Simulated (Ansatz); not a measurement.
## Ionic part of the dielectric constant of AlAs at 50 GPa, mode by mode

These are results of DFT PBE, scalar-relativistic, plane waves, PAW in Ansatz 0.2.0, not measurements. Settings: 420 eV plane-wave cutoff, Γ-centred 10×10×10 mesh, fixed occupations. No spin polarisation. Phonons by linear response, acoustic sum rule imposed.

Symmetry: F-43m, No. 216, cubic system. Conventional cell: a = 5.088 Å, b = 5.088 Å, c = 5.088 Å, α = 90.00°, β = 90.00°, γ = 90.00°. Around Al (site symmetry -43m) lie 4 As at 2.20 Å. As (site symmetry -43m) is surrounded by 4 Al at 2.20 Å.

Other phases may be more stable at this pressure. The bands were filled as in an insulator; under compression the gap may have closed between mesh points.

The primitive cell has V = 32.92 Å³ and ε∞,yy = 8.792. Each polar mode adds Δε = (4.92064×10⁷/V)·S/ν² along y, with S its oscillator strength in e²/amu, ν in cm⁻¹ and V in Å³.

Question: From these modes, find each Δε and ε0,yy.
```csv
ν (cm⁻¹),S_yy (e²/amu)
512.9,0.1926
```

Answer:
| ν (cm⁻¹) | Δε |
| --- | --- |
| 512.9 | 1.09 |

The sum is 1.095, so ε0,yy = 9.89; the run's tensor has 9.89.

Question: Where do the longitudinal modes lie for a wave vector along y?

Answer: At 544 cm⁻¹. The Lyddane–Sachs–Teller product Π(ν_LO/ν_TO)² = 1.12 matches ε0/ε∞ = 1.12.

Cost: 1 run of about 0.36 core-minutes, on AMD EPYC 9R45 (Zen 5) (shared hosts).